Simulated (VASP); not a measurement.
Runs of VASP 6.6.1 on Sc. All rows change the cell; the cell of one of them follows. The typed cell holds 1 atom: a = 3.331 Å, b = 3.376 Å, c = 3.360 Å, α = 61.59°, β = 61.79°, γ = 62.96°. This isn't the form of Sc at room conditions, which is hcp.

```csv
potentials or basis,cell,k mesh,gap on the mesh (eV),pressure (GPa)
"VASP PAW PBE potentials, release 64 (Sc_sv)","all atoms moved at random, cell strained at random",16 × 16 × 16,none,-5.2
"VASP PAW PBE potentials, release 64 (Al)","Sc replaced by Al, lengths x 0.827, strained and moved within the space group",8 × 8 × 8,none,12.1
"VASP PAW PBE potentials, release 64 (In_d)","Sc replaced by In, lengths x 0.901, strained and moved within the space group",8 × 8 × 8,none,35.4
"VASP PAW PBE potentials, release 64 (Al)","Sc replaced by Al, lengths x 0.827, strained and moved within the space group",18 × 18 × 18,none,(a)
```

Alike in all rows: task single point; level PBE; no spin polarisation; cutoff (eV) 520; smearing gaussian 0.1 eV.

Problem. Fill in the values left out.

Solution. (a) 11.8.

Caveats: so large a pressure means that the cell lies far from this level's equilibrium, or that cutoff or potentials fall short (some runs).

A gap of «none» marks a metal or a gap under the smearing width.

The runs don't all hold the same shells in valence.
